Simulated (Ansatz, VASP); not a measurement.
## KCl in VASP and in Ansatz

```xyz
2
Lattice="0.0000 3.3455 3.1561 2.9667 0.0000 3.1561 2.9667 3.3455 0.0000" Properties=species:S:1:pos:R:3 pbc="T T T"
K     0.0000    0.0000    0.0000
Cl    2.9667    3.3455    3.1561
```

Change from the starting cell: strain -0.0600 x Voigt [1, -1, 0, 0, 0, 0], atoms carried along.

Alike in both runs: task single point; functional PBE; k mesh 6 × 6 × 6; occupations gaussian, width 0.05 eV; no spin polarisation.

```csv
,VASP,Ansatz
version,VASP 6.6.1,Ansatz 0.2.0
potentials or method,"VASP PAW PBE potentials, release 64 (K_sv, Cl)","scalar-relativistic, plane waves, PAW"
plane-wave cutoff (eV),520,420
valence electrons in the cell,16,16
```

```csv
,VASP,Ansatz,Ansatz less VASP
gap on the k mesh at the Fermi level (eV),5.08,5.08,+0.003
least direct gap on the mesh (eV),5.08,5.08,+0.003
pressure (GPa),1.3,1.2,-0.03
largest component of the traceless stress (GPa),2.68,2.63,-0.049
```
